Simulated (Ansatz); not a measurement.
**Hg (P6/mmm): test of the smearing width, by script**

How much does the smearing width move the energy of Hg (P6/mmm)? Aim: a test of the smearing width, for Hg (P6/mmm), run from a script.

Computed with the Python package of Ansatz 0.2.0. Level of theory: DFT LDA, plane waves, PAW.

## (1) The structure

Symmetry: P6/mmm, No. 191, hexagonal system. The conventional cell has a = 5.467 Å, b = 5.467 Å, c = 3.185 Å, α = 90.00°, β = 90.00°, γ = 120.00°. Around Hg (site symmetry -6m2) lie 11 Hg at 3.16 to 3.54 Å. Hg (site symmetry 6/mmm) has 14 Hg at 3.19 to 3.54 Å as nearest neighbours.

The script holds or builds the structure itself.

## (2) The script

Contents of hg.py:

```python
"""Smearing width test for Hg."""

import warnings

import ansatz as az
from pymatgen.core import Lattice, Structure
from pymatgen.io.ase import AseAtomsAdaptor
from tabulate import tabulate

XC = "LDA"
MESH = (6, 6, 8)


def main() -> None:
    warnings.simplefilter("ignore", az.DeckWarning)

    pmg_structure = Structure(
        Lattice([(5.466696, 0.0, 0.0), (-2.733348, 4.734298, 0.0), (0.0, 0.0, 3.185218)]),
        ["Hg", "Hg", "Hg"],
        [
            (1 / 3, 2 / 3, 0.5),
            (2 / 3, 1 / 3, 0.5),
            (0.0, 0.0, 0.0),
        ],
    )
    system = az.Crystal.from_ase(AseAtomsAdaptor.get_atoms(pmg_structure))

    calculation = system.calculation().functional(XC).pseudopotentials("paw").kpoints(*MESH, center="gamma")

    rows = []
    for value in [0.25, 0.15, 0.1, 0.05, 0.025]:
        report = calculation.occupations("cold", width=value).run(threads=1).report
        rows.append((value, report["free_energy_ev"] / len(report["lattice"]["sites"]), report["n_iterations"], report["n_kpoints"]))

    print(tabulate(rows, headers=["width (eV)", "F/atom (eV)", "iterations", "k-points"], floatfmt=".4f", tablefmt="simple"))

    # the last row is the reference
    for row in rows[:-1]:
        shift = 1000 * (row[1] - rows[-1][1])
        print(f"{row[0]}: {shift:+.2f} meV/atom" + ("  (within 5 meV)" if abs(shift) < 5 else ""))


if __name__ == "__main__":
    main()
```

## (3) What the engine is handed

The engine receives this input (first run):

```yaml
crystal:
  lattice:
    - [5.466696, 0.0, 0.0]
    - [-2.733348, 4.734298, 0.0]
    - [0.0, 0.0, 3.185218]
  atoms:
    - { symbol: Hg, position: [0.3333333333333333, 0.6666666666666666, 0.5] }
    - { symbol: Hg, position: [0.6666666666666666, 0.3333333333333333, 0.5] }
    - { symbol: Hg, position: [0.0, 0.0, 0.0] }
kpoints:
  mp_grid:
    grid: [6, 6, 8]
    shift: [0.0, 0.0, 0.0]
hamiltonian:
  xc: lda
  pseudopotentials:
    kind: paw
scf:
  occupations:
    method: cold
    width: 0.25
```

## (4) Running it

Command:

```bash
python hg.py
```

Log:

```text
  width (eV)    F/atom (eV)    iterations    k-points
------------  -------------  ------------  ----------
      0.2500    -13522.3195             6          35
      0.1500    -13522.3194             6          35
      0.1000    -13522.3192             6          35
      0.0500    -13522.3191             6          35
      0.0250    -13522.3190             6          35
0.25: -0.50 meV/atom  (within 5 meV)
0.15: -0.43 meV/atom  (within 5 meV)
0.1: -0.24 meV/atom  (within 5 meV)
0.05: -0.09 meV/atom  (within 5 meV)
```

It took 18 s on 1 thread of Arm Neoverse V1, shared host; peak memory 0.47 GiB.

## (5) What changed from run to run

The engine's inputs for some of the other runs:

Run 3, against run 1:

```diff
@@ -21 +21 @@
-    width: 0.25
+    width: 0.1
```

Run 4, against run 1:

```diff
@@ -21 +21 @@
-    width: 0.25
+    width: 0.05
```

Run 5, against run 1:

```diff
@@ -21 +21 @@
-    width: 0.25
+    width: 0.025
```

Lines on the test bed's own set-up are left out of the output.

## (6) The engine's runs

The 5 runs, in the order started:

```csv
run,width (eV),energy from run 5 (meV/atom),the same at zero width (meV/atom),SCF cycles,CPU time (s)
1,0.25,-0.50,-0.74,6,3.2
2,0.15,-0.43,-0.28,6,3.2
3,0.1,-0.24,-0.14,6,3.4
4,0.05,-0.09,-0.08,6,3.4
5,0.025,0.00,0.00,6,3.4
```

Energies are free energies F = E - TS of the smeared occupations. 

## (7) Outcome

```
                              quantity           value
                         runs compared               5
       last run but one, from the last  -0.09 meV/atom
within 5 meV/atom of the last run from            0.25
```

**Reading.** Going from 0.025 to 0.25 eV changes F by -0.5 meV an atom. This scheme is built to cancel the term in the square of the width, so the shifts stay small and are partly the mesh's error. What to keep in mind:
- For a metal this k-point mesh is coarse: on a finer one energies can move by several to tens of meV an atom and pressures by half a GPa or more, differences at one mesh by less.
- The narrowest width needs the finest mesh, so the last row is no converged reference.
- Spin-orbit coupling, which matters for elements this heavy, is left out.
- This isn't the structure that Hg takes at ambient conditions. Whether this is the phase that is stable at ambient conditions was not tested.
